Expand a crystal of aluminium by one per cent in volume and its bulk modulus drops by four to five per cent, because the restoring forces weaken quickly as the atoms move apart. Twelve density functionals applied to the same fcc aluminium give twelve equilibrium volumes, which amounts to the same metal stretched by different amounts. If volume were all that differed, the functional with the largest volume would give the softest metal, and all twelve results would lie on one falling curve.

GPAW 26.7.0 plane-wave PAW DFT for fcc Al, without spin polarisation, spin–orbit coupling or a separate dispersion correction; 600 eV cutoff, 11 × 11 × 11 k-point mesh, Fermi–Dirac smearing of 0.05 eV. Volumes, bulk moduli and their slopes come from fits to energies at seven volumes, 0.94 to 1.06 times that of the given cell (16.60 Å³/atom).

```tsv
functional	potentials	equilibrium volume (Å³/atom)	equilibrium volume change (% of the given cell)	bulk modulus (GPa)	bulk modulus slope
LDA	JTH-PAW-2.0	15.780	-4.950	84.90	4.450
PBEsol	PAW-data-sets-made-by gpaw-setup-for-the-functional	16.237	-2.200	83.60	4.470
revPBE	GPAW-PAW-data-sets-(gpaw-data-1.2.1)	16.780	1.070	77.60	4.400
BLYP	PAW-data-sets-made-by gpaw-setup-for-the-functional	17.380	4.680	58.80	5.110
AM05	PAW-data-sets-made-by gpaw-setup-for-the-functional	16.130	-2.850	87.50	4.360
BP86	PAW-data-sets-made-by gpaw-setup-for-the-functional	16.709	0.640	73.70	4.660
C09-vdW	GPAW-PAW-data-sets-(gpaw-data-1.2.1)	16.567	-0.220	78.70	4.450
PW91	PAW-data-sets-made-by gpaw-setup-for-the-functional	16.628	0.150	75.90	4.490
SOGGA	PAW-data-sets-made-by gpaw-setup-for-the-functional	16.210	-2.360	83.80	4.480
optB88-vdW	GPAW-PAW-data-sets-(gpaw-data-1.2.1)	16.942	2.040	69.20	4.710
optPBE-vdW	GPAW-PAW-data-sets-(gpaw-data-1.2.1)	16.999	2.390	70.60	4.610
vdW-DF2	GPAW-PAW-data-sets-(gpaw-data-1.2.1)	17.094	2.960	64.10	5.270
```

The four functionals with vdW in their names contain non-local correlation of their own.

Most rows follow this pattern. BLYP, with the largest volume, is the softest, and vdW-DF2, with the second largest, is the second softest. The clearest break is at the other end: LDA has the smallest volume, yet its 84.9 GPa is below the 87.5 GPa of AM05. A milder break is revPBE, which is stiffer than PW91 and BP86 although its volume is larger than theirs. In the same way, optPBE-vdW is slightly stiffer than optB88-vdW at a slightly larger volume.

**The curve to compare with**

Suppose two functionals differ only by a constant pressure that pushes the atoms apart. Their energies then differ by a term linear in volume, which moves the minimum but leaves the curvature at each volume unchanged. Both minima therefore lie on one common curve of stiffness against volume.

The shape of that curve follows from the bulk modulus slope B′, the rate at which the bulk modulus B rises with pressure. By definition B = −V dP/dV, where P is the pressure and V the volume. If B′ is constant, then dB/dV = B′ dP/dV = −B′B/V, and so B falls as V to the power −B′. I draw the curve through the PBEsol row with PBEsol's own slope, so no other row enters it.

For LDA the estimate runs as follows:

- volume ratio, PBEsol to LDA: 16.237 / 15.780 = 1.029
- stiffening: 1.029 to the power 4.47 ≈ 1.136
- expected bulk modulus: 83.6 × 1.136 ≈ 95 GPa

The calculation gives 84.9 GPa, so LDA is about 10 GPa too soft for its volume. On the same curve revPBE is about 5 GPa too stiff, and the other rows lie within 3 GPa of it. A power law fitted to the eleven functionals other than LDA, the only one without a gradient or non-local term, puts LDA even further out. The printed analysis after this text gives the first comparison row by row, and the value that the fitted power law expects for LDA.

**The same test at one volume**

The breaks show more plainly when every row is brought to the volume of the given cell along its own curve. At their minima the bulk moduli spread over 28.7 GPa, from BLYP to AM05. At the common volume the ten rows other than LDA and revPBE agree within 4.4 GPa. LDA then lies 6.6 GPa below the lowest of them, so most of the variety in the table is volume, and LDA is the row that volume explains least. The minima of LDA and BLYP lie near the ends of the computed volume range, where a bulk modulus is less well fixed. The energies around the given volume, well inside the range, give the same stiffness there within 1 GPa for every row, so the break isn't caused by this.

**Why LDA is too soft for its volume**

LDA treats each point of the crystal as part of a uniform electron gas. Functionals with gradient terms also respond to how unevenly the electrons are spread, and on balance they favour uneven densities. A free atom has a more uneven density than a metal, so these terms favour separated atoms. In the crystal this acts as an outward pressure, which is why all the other functionals give a larger volume than LDA.

That pressure can't stay constant. Once the atoms are far apart, the gradient energy no longer changes with distance and the push has gone, so somewhere along the way it must fade. Theory doesn't say that it fades at every volume, but the computed energies show that it does so around the given cell, for every functional compared with LDA.

A push that fades on expansion makes a crystal stiffer. When the cell grows, part of the outward pressure is lost, and the atoms are pulled back more strongly than they would be under a constant push. Between 4 % compression and 4 % expansion, the outward pressure of PBEsol relative to LDA falls from 2.5 to 1.8 GPa. A loss of 0.7 GPa over 8 % of the volume corresponds to about 0.7 / 0.08 ≈ 9 GPa of stiffness, and LDA has to do without it.

The size of the push doesn't tell how much stiffness it brings. AM05, with the smallest push over LDA at the given volume, gains about 10 GPa there, and BLYP, with the largest, only about 7 GPa. What counts is how fast the push fades.

The energies establish the fading pressure; that it comes mainly from the gradient terms is the argument from theory. One circumstance weakens the link. LDA is also the only row with JTH potentials, a data set from outside GPAW. The makers of the data warn that this set was cut short, but the warning comes from their tests on other systems; the LDA run itself converged and reports no warning. A data set that makes LDA too soft would also leave every other row stiffer, whatever its push. The LDA volume is about what all-electron work is expected to give, but that says little about the stiffness. An LDA run with another data set would be the proper test.

**Why BLYP is not a break**

BLYP looks like the odd row because it is so soft, yet it lies only about 3 GPa below the curve. About 1 GPa of that belongs to the formula, which overestimates PBEsol's own stiffness by this much at a similar expansion. The softness of BLYP is therefore mainly the softness of a stretched crystal.

BP86 shows where part of the stretching comes from, because it shares its exchange part with BLYP and differs only in correlation. At the given volume BLYP has 2.5 GPa more outward pressure than BP86, but its stiffness is only about 2 GPa lower. At the minima the gap in bulk modulus has grown to 14.9 GPa. Compared with the correlation part of BP86, the LYP correlation thus acts almost like the constant push of the simple model. It is known not to reproduce the uniform electron gas, to which the valence electrons of aluminium come close, and this is expected to supply part of the excess pressure. The rest would come from the different gradient terms in the two correlation parts.

**What remains open for revPBE**

revPBE gains more stiffness over LDA than any other functional, about 14 GPa at the given volume. The size of its outward push doesn't explain this: BLYP, vdW-DF2, optPBE-vdW and optB88-vdW all have a larger push over LDA at that volume and gain less stiffness. The push of revPBE fades faster on expansion, and the table doesn't show why. The potentials may play a part, since revPBE uses a stock set. The other four rows with stock sets are on average only about 1 GPa stiffer at the given volume than the six with sets made for their functional, and those four also differ by their non-local correlation. Running revPBE with both kinds of set would show how much the potentials matter.

**Using the pattern**

For another gradient-dependent functional, the volume alone gives a fair first guess of the stiffness of aluminium. For C09-vdW, for example, the curve gives 83.6 × (16.237 / 16.567) to the power 4.47 ≈ 76 GPa, against a calculated 78.7 GPa. Judging by the rows here, the error is usually up to 3 GPa, and revPBE shows that it can reach 5. The rows are a selection, without failed runs, runs that met a known program fault and some with graver warnings, so another functional may miss by more. Differences smaller than that I leave unexplained.

The analysis program printed:

```
Stiffness in GPa:
         row  one-curve B  B less curve  B at given volume  same from energies  pressure over LDA  stiffness over LDA
         LDA        94.98        -10.08              67.72               67.48                  0                   0
      PBEsol         83.6             0              75.68               75.99              2.092               8.516
      revPBE        72.17         5.432              81.31               81.76              4.714               14.28
        BLYP        61.68         -2.88              74.29               74.34              6.893               6.864
        AM05        86.11         1.392              77.15               77.37              1.492               9.891
        BP86        73.55        0.1507              75.92                76.4              4.346               8.926
     C09-vdW        76.41         2.291              77.95               78.39              3.696               10.91
        PW91        75.16        0.7356              76.42               76.78               3.98               9.306
       SOGGA        84.22       -0.4242              75.28               75.61              1.965               8.136
  optB88-vdW        69.13       0.06546              76.12               76.48              5.336               8.999
  optPBE-vdW         68.1         2.496              78.71               79.19              5.631               11.71
     vdW-DF2        66.43        -2.329              74.75               75.15              5.895               7.672
fit of lnB on 11 rows (graded): constant 4.336 +/- 0.01, coefficient of lnV -4.894 +/- 0.44; rms 0.0299, worst revPBE -0.0676, leave-one-out rms 0.0369
  rows outside the fit (model, value, miss): LDA 4.585, 4.441, 0.143
LDA bulk modulus expected from the fitted power law, GPa: 97.97
spread of bulk moduli at the minima, GPa: 28.7
spread at the given volume without LDA and revPBE, GPa: 4.423
LDA below the next lowest row at the given volume, GPa: 6.572
revPBE above the next highest row at the given volume, GPa: 2.603
BLYP less BP86, bulk modulus at the minima, GPa: -14.9
BLYP less BP86, stiffness at the given volume, GPa: -1.637
BLYP less BP86, pressure at the given volume, GPa: 2.547
mean stiffness at the given volume, stock GPAW sets, GPa: 77.77
mean stiffness at the given volume, sets made for the functional, GPa: 75.79
formula less direct PBEsol stiffness at 0.95 of the given volume, GPa: 0.537
formula less direct PBEsol stiffness at 1.05 of the given volume, GPa: 1.124
```
